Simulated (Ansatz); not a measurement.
A run of Ansatz 0.2.0 is set up as follows.

Contents of input.yaml:

```yaml
crystal:
  lattice:
    - [0.0, 3.3, 3.3]
    - [3.3, 0.0, 3.3]
    - [3.3, 3.3, 0.0]
  atoms:
    - { symbol: Br, position: [0.5, 0.5, 0.5] }
    - { symbol: K, position: [0.0, 0.0, 0.0] }
kpoints:
  mp_grid: { grid: [7, 7, 7] }
scf:
  occupations: { method: gaussian, width: 0.1 }
hamiltonian:
  xc: pbe
  pseudopotentials: { kind: all_electron, lapw: { basis_error: 0.001 } }
output:
  forces: true
  stress: true
  eigenvalues: true
```

Potentials or basis: all-electron LAPW, scalar-relativistic.

Run with:

```bash
$ ansatz run input.yaml --threads 1 --pin off --max-ram 3072MiB --backend cpu --events-out ev --progress --plain --runs-dir out
```

What does it give for the pressure?

0.7 GPa.

What does it give for the band gap on the k mesh?

4.44 eV, direct.

Caveat: an odd mesh through Γ misses points on the zone boundary, where band edges often lie.
